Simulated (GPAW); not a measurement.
# InAs (F-43m) in GPAW: notebook

Aim: see how the results for InAs move with the level of theory and the settings. Levels: RPBE+D3(BJ), SCAN0. Tasks: density of states, hybrid scf.

All numbers are computed with GPAW 26.7.0; they aren't measurements. Logs are shortened: lines on timing, memory, paths and dates and some standing lists are left out, and cuts for length are marked. The log counts tension as positive stress, the text compression.

**Measured values to compare with.**

A printed reference work, data compilation reports, for a bulk crystal of InAs at 4.2 K: band gap 0.418 eV (direct).

The runs below are set against these values where they give the same quantity.

## Step 1: The crystal as given

The structure is cubic, space group F-43m (No. 216). Conventional cell: a = 6.036 Å, b = 6.036 Å, c = 6.036 Å, α = 90.00°, β = 90.00°, γ = 90.00°. Around In (site symmetry -43m) lie 4 As at 2.61 Å. As (site symmetry -43m) is surrounded by 4 In at 2.61 Å.

## Step 2: Density of states, RPBE+D3(BJ)

Input file run.py:

```python
import numpy as np
from ase.calculators.mixing import SumCalculator
from ase.dft.bandgap import bandgap
from ase.io import read, write
from ase.units import GPa
from dftd3.ase import DFTD3
from gpaw import GPAW, PW

atoms = read('InAs.xyz')

calc = GPAW(mode=PW(600),
            xc='RPBE',
            kpts={'size': (8, 8, 8), 'gamma': True},
            occupations={'name': 'fermi-dirac', 'width': 0.1},
            nbands=18,
            convergence={'density': 1e-05, 'energy': 1e-05},
            maxiter=150,
            txt='gpaw.txt')
atoms.calc = SumCalculator([calc, DFTD3(method='rpbe', damping='d3bj')])
energy = atoms.get_potential_energy()
forces = atoms.get_forces()
stress = atoms.get_stress()
calc.write('gs.gpw')
write('result.traj', atoms)
print(f'Energy: {energy:.6f} eV')
print('Forces (eV/A):')
print(forces.round(4))
print('Stress (GPa):', (stress / GPa).round(3))
print('Fermi level:', round(calc.get_fermi_level(), 4), 'eV')
print(f'Gap: {bandgap(calc)[0]:.4f} eV, direct: {bandgap(calc, direct=True)[0]:.4f} eV')

dense = calc.fixed_density(kpts={'size': (12, 12, 12), 'gamma': True}, update_fermi_level=True,
                           nbands=30, convergence={'bands': 'CBM+6.0', 'eigenstates': 1e-6}, txt='dos.txt')
ef = dense.get_fermi_level()
dos = dense.dos(shift_fermi_level=False)
energies = np.linspace(ef - 14, ef + 6, 401)
spins = [None]
columns = [energies] + [dos.raw_dos(energies, spin=s, width=0.1) for s in spins]
for symbol, l in [('As', 0), ('As', 1), ('As', 2), ('In', 0), ('In', 1), ('In', 2)]:
    for s in spins:
        columns.append(sum(dos.raw_pdos(energies, a=a.index, l=l, spin=s, width=0.1)
                           for a in atoms if a.symbol == symbol))
np.savetxt('dos.dat', np.array(columns).T, fmt='%.4f')
print('Fermi level on the dense mesh:', round(ef, 4), 'eV')
```

Input file InAs.xyz:

```xyz
2
Lattice="0.0000000000 3.0180000000 3.0180000000 3.0180000000 0.0000000000 3.0180000000 3.0180000000 3.0180000000 0.0000000000" Properties=species:S:1:pos:R:3 pbc="T T T"
In     0.0000000000      0.0000000000      0.0000000000
As     4.5270000000      4.5270000000      4.5270000000
```

Potentials or basis: the program's PAW data sets (release 1.2.1) made for this functional, pw.

The run is started by

```bash
$ OMP_NUM_THREADS=1 python run.py
```

gpaw.txt:

```text
__  _  _
 | _ |_)|_||  |
 |__||  | ||/\| - 26.7.0

Input parameters:
  mode=PW(ecut=600.0),
  convergence={'density': 1e-05, 'energy': 1e-05},
  kpts=MonkhorstPack(size=(8, 8, 8), gamma=True),
  maxiter=150,
  nbands=18,
  occupations=Occupations(name='fermi-dirac', width=0.1),
  xc=XC(name='RPBE')

Diagonalizing LCAO Hamiltonian
Converting LCAO to pw mode

                     As

       In

Atoms  # Å, Bohr magnetons
|   | symbol |        x |        y |        z |    initial magnetic moments |
|---|--------|----------|----------|----------|-----------------------------|
| 0 |     In | 0.000000 | 0.000000 | 0.000000 | ( 0.0000,  0.0000,  0.0000) |
| 1 |     As | 4.527000 | 4.527000 | 4.527000 | ( 0.0000,  0.0000,  0.0000) |

Unit cell  # Å
| periodic |        x |        y |        z |  lengths |    angles |
|----------|----------|----------|----------|----------|-----------|
|      yes | 0.000000 | 3.018000 | 3.018000 | 4.268097 | 60.000000 |
|      yes | 3.018000 | 0.000000 | 3.018000 | 4.268097 | 60.000000 |
|      yes | 3.018000 | 3.018000 | 0.000000 | 4.268097 | 60.000000 |

Number of symmetries: 24
Symmetry operations  # r_c * U_cc + t_c -> r_c
|    | kind |            matrix            |
|----|------|------------------------------|
|  0 |  E   |  1, 0, 0,  0, 1, 0,  0, 0, 1 |
|  1 |  σ   |  1, 0, 0,  0, 0, 1,  0, 1, 0 |
|  2 |  σ   |  1, 0,-1,  0, 1,-1,  0, 0,-1 |
|  3 |  C3  |  1, 0,-1,  0, 0,-1,  0, 1,-1 |
|  4 |  C3  |  1,-1, 0,  0,-1, 1,  0,-1, 0 |
|  5 |  σ   |  1,-1, 0,  0,-1, 0,  0,-1, 1 |
|  6 |  σ   |  0, 1, 0,  1, 0, 0,  0, 0, 1 |
|  7 |  C3  |  0, 1, 0,  0, 0, 1,  1, 0, 0 |
|  8 |  C2  |  0, 1,-1,  1, 0,-1,  0, 0,-1 |
|  9 |  S4  |  0, 1,-1,  0, 0,-1,  1, 0,-1 |
| 10 |  C3  |  0, 0, 1,  1, 0, 0,  0, 1, 0 |
| 11 |  σ   |  0, 0, 1,  0, 1, 0,  1, 0, 0 |
| 12 |  S4  |  0, 0,-1,  1, 0,-1,  0, 1,-1 |
| 13 |  C3  |  0, 0,-1,  0, 1,-1,  1, 0,-1 |
| 14 |  S4  |  0,-1, 1,  1,-1, 0,  0,-1, 0 |
| 15 |  C2  |  0,-1, 1,  0,-1, 0,  1,-1, 0 |
| 16 |  C3  |  0,-1, 0,  1,-1, 0,  0,-1, 1 |
| 17 |  S4  |  0,-1, 0,  0,-1, 1,  1,-1, 0 |
| 18 |  S4  | -1, 1, 0, -1, 0, 1, -1, 0, 0 |
| 19 |  C3  | -1, 1, 0, -1, 0, 0, -1, 0, 1 |
| 20 |  C3  | -1, 0, 1, -1, 1, 0, -1, 0, 0 |
| 21 |  S4  | -1, 0, 1, -1, 0, 0, -1, 1, 0 |
| 22 |  σ   | -1, 0, 0, -1, 1, 0, -1, 0, 1 |
| 23 |  C2  | -1, 0, 0, -1, 0, 1, -1, 1, 0 |

BZ-sampling:
  Number of BZ points: 512
  Number of IBZ points: 29

  Monkhorst-Pack size: [8, 8, 8]
  Monkhorst-Pack shift: [0.0625, 0.0625, 0.0625]

K-points  # in reciprocal-cell coordinates
|     |                                coordinates |     weight |
|-----|--------------------------------------------|------------|
|   0 | (  0.00000000,   0.00000000,   0.00000000) | 0.00195312 |
|   1 | (  0.12500000,   0.12500000,   0.00000000) | 0.01171875 |
|   2 | (  0.12500000,   0.12500000,   0.12500000) | 0.01562500 |
|   3 | (  0.25000000,   0.12500000,   0.12500000) | 0.02343750 |
|   4 | (  0.25000000,   0.25000000,   0.00000000) | 0.01171875 |
|   5 | (  0.25000000,   0.25000000,   0.12500000) | 0.04687500 |
|   6 | (  0.25000000,   0.25000000,   0.25000000) | 0.01562500 |
|   7 | (  0.37500000,   0.25000000,  -0.37500000) | 0.04687500 |
|   8 | (  0.37500000,   0.25000000,   0.12500000) | 0.04687500 |
|   9 | (  0.37500000,   0.25000000,   0.25000000) | 0.04687500 |
| ... |                                            |            |
|  28 | (  0.50000000,   0.50000000,   0.50000000) | 0.00781250 |

Plane wave coefficients: 1856
Cutoff: 600.0 eV

Spin-components: 1 (collinear spins)
Bands:           18
Projectors:      11
Spin-degeneracy: 2
Datatype:        complex128

Parallelization:
  kpt:    1
  domain: 1
  band:   1

Density:
  Valence electrons: 18.0
  Components: 1
  Grid points: [25 25 25]
  Charge: 0.0  # |e|

Potential:
  Grid points: [25 25 25]

species:
  In:
    name:    Indium
    Z:       49.0
    valence: 13
    core:    36
    charge:  0.0  # [|e|]
    compensation charges:
      type: gauss
      rc: 0.36  # [Å]
      lmax: 2
    cutoffs:
      filter: 2.09  # [Å]
      core: 2.48  # [Å]
    projectors
    | kind |    occ | energy [eV] | rcut [Å] |
    |------|--------|-------------|----------|
    |   5s |  2.000 |      -8.122 |    1.185 |
    |   5p |  1.000 |      -2.465 |    1.244 |
    |   4d | 10.000 |     -18.638 |    1.148 |
    |    s |        |      19.089 |    1.185 |
    |    p |        |      24.746 |    1.244 |
    |    d |        |       8.573 |    1.148 |

    Using partial waves for In as LCAO basis

  As:
    name:    Arsenic
    Z:       33.0
    valence: 5
    core:    28
    charge:  0.0  # [|e|]
    compensation charges:
      type: gauss
      rc: 0.33  # [Å]
      lmax: 2
    cutoffs:
      filter: 1.87  # [Å]
      core: 2.96  # [Å]
    projectors
    | kind |    occ | energy [eV] | rcut [Å] |
    |------|--------|-------------|----------|
    |   4s |  2.000 |     -14.426 |    1.058 |
    |   4p |  3.000 |      -5.163 |    1.058 |
    |    s |        |      12.785 |    1.058 |
    |    p |        |      22.048 |    1.058 |
    |    d |        |       0.000 |    1.058 |

    Using partial waves for As as LCAO basis

Reference energy: -221493.392691  # eV

eigensolver:
  PPCG
  Converge bands: occupied
  niter=2

density mixing:
  MSR1-Mixer
  Pratt-step length: 0.05
  Maximum mixing coefficient: 0.75
  Old densities: 10
  SVD Regularization: 0.005
  Good broyden scale: 1.0
  Trust region scale: 1.0
  Backstep threshold: 4.0
  History deletion threshold: 6.0
  Fourier metric: weight=20.0, sigma=0.015

occupation numbers:
  Fermi-Dirac:
    width: 0.1000  # eV

poisson solver:
  ecut: 4800.0  # eV

xc functional:
  name: RPBE with 2 nearest neighbor stencil

convergence criteria:
- Maximum integral of absolute [dens]ity change: 1e-05 electrons / valence electron
- Maximum [total energy] change in last 3 cyles: 1e-05 eV / valence electron
- Maximum integral of absolute [eigenst]ate change: 4e-08 eV^2 / valence electron
maximum number of iterations: 150

SCF iterations
|iter     | |      energy | eigst |  dens |
|---------|-|-------------|-------|-------|
|iter:   1| |   -7.382462 | -0.35 |       |
|iter:   2| |   -7.338920 | -2.34 | -1.17 |
|iter:   3| |   -7.183397 | -1.89 | -1.20 |
|iter:   4| |   -7.187730 | -3.21 | -1.79 |
|iter:   5| |   -7.188437 | -3.99 | -2.30 |
|iter:   6| |   -7.188503 | -5.44 | -3.05 |
|iter:   7| |   -7.188513c| -6.36 | -3.47 |
|iter:   8| |   -7.188513c| -7.73c| -4.44 |
|iter:   9| |   -7.188513c| -7.53c| -4.97 |
|iter:  10| |   -7.188513c| -8.58c| -5.72c|

Converged in 10 steps
Energy contributions relative to reference atoms: (reference = -221493.392691)

Energy contributions:
  Kinetic:          28.674734
  Coulomb:         -26.120547
  Zero:              0.144967
  External:          0.000000
  Xc:               -9.886855
  Entropy:          -0.001623
  Spinorbit:         0.000000
  ----------------------------
  Free energy:      -7.189324
  Extrapolated:     -7.188513

dipole moment: (-17.078612, -17.078612, -17.078612)  # |e|*Ang

Fermi level: 5.203
Eigenvalues  # (at kpt = [0.000, 0.000, 0.000])
| band index |      eig [eV] | occ [0-2] |
|------------|---------------|-----------|
|          0 |        -9.324 |     2.000 |
|        ... |               |           |
|          2 |        -9.324 |     2.000 |
|          3 |        -9.198 |     2.000 |
|          4 |        -9.198 |     2.000 |
|          5 |        -6.838 |     2.000 |
|          6 |         4.983 |     1.801 |
|          7 |         5.013 |     1.740 |
[... 8 lines left out ...]
|         16 |        15.627 |     0.000 |
|         17 |        15.627 |     0.000 |

No gap
No difference between direct/indirect transitions

Forces  # eV/Ang
|        x |        y |        z |
|----------|----------|----------|
| -0.00000 |  0.00000 | -0.00000 |  # In   0
| -0.00000 | -0.00000 | -0.00000 |  # As   1

Stress tensor  # eV/Ang^3
|         x |         y |         z |
|-----------|-----------|-----------|
| -0.036319 | -0.000000 | -0.000000 |
| -0.000000 | -0.036319 |  0.000000 |
| -0.000000 |  0.000000 | -0.036319 |

# Writing to gs.gpw (mode='')
```

stdout:

```text
Energy: -10.221094 eV
Forces (eV/A):
[[-0. -0. -0.]
 [ 0.  0.  0.]]
Stress (GPa): [ 4.137  4.137  4.137  0.    -0.    -0.   ]
Fermi level: 5.2033 eV
Gap: 0.0000 eV, direct: 0.0000 eV
Fermi level on the dense mesh: 5.2983 eV
```

dos.txt:

```text
Diagonalizing LCAO Hamiltonian
Converting LCAO to pw mode
convergence criteria:
- Maximum integral of absolute [eigenst]ate change: 1e-06 eV^2 / valence electron
maximum number of iterations: 150

SCF iterations
|iter     | |      energy | eigst |  dens |
|---------|-|-------------|-------|-------|
|iter:   1| |             | +0.27 |       |
|iter:   2| |             | -1.77 |       |
|iter:   3| |             | -3.77 |       |
|iter:   4| |             | -5.30 |       |
|iter:   5| |             | -6.23c|       |
SCF steps: 5
  __  _  _
 | _ |_)|_||  |
 |__||  | ||/\| - 26.7.0

Input parameters:
  mode=PW(ecut=600.0),
  convergence={'bands': 'CBM+6.0', 'eigenstates': 1e-06},
  gpts=array([25, 25, 25]),
  kpts=MonkhorstPack(size=(12, 12, 12), gamma=True),
  maxiter=150,
  nbands=30,
  occupations=Occupations(name='fermi-dirac', width=0.1),
  xc=XC(name='RPBE')
```

Wall time 48 s (1 thread of Arm Neoverse V1, shared host); peak memory 0.28 GiB.

Results:

* Free energy: -10.2219 eV
* Pressure: -4.1 GPa
* Band gap on the k mesh: none (metal or under the smearing width)
* Dispersion energy per atom: -1.516 eV
* Density of states at the Fermi level: 0.00 states/eV per cell

Levels at points of the mesh, in eV from the Fermi level:
```tsv
k point	band 7	band 8	band 9	band 10	band 11	band 12
(0.00, 0.00, 0.00)	-0.22	-0.19	-0.19	-0.19	3.74	3.74
(0.50, 0.50, 0.00)	-6.00	-2.53	-2.53	1.46	1.97	9.18
(0.50, 0.50, 0.50)	-5.93	-1.19	-1.19	0.88	4.53	4.53
```

States per cell in windows of 1 eV (zero at the Fermi level; states under -8 eV left out):
| from (eV) | total |
| --- | --- |
| -8.0 | 0.00 |
| -7.0 | 0.08 |
| -6.0 | 1.35 |
| -5.0 | 0.35 |
| -4.0 | 0.91 |
| -3.0 | 1.61 |
| -2.0 | 1.39 |
| -1.0 | 0.31 |
| 0.0 | 0.04 |
| 1.0 | 0.58 |
| 2.0 | 1.47 |
| 3.0 | 1.17 |
| 4.0 | 1.66 |

Caveat: pairwise dispersion overbinds metals, which lowers pressure and volume; this crystal is a semiconductor, whose small gap the functional closes, so the metal is an error of the method.

(Part 1 of 2 ends here.)
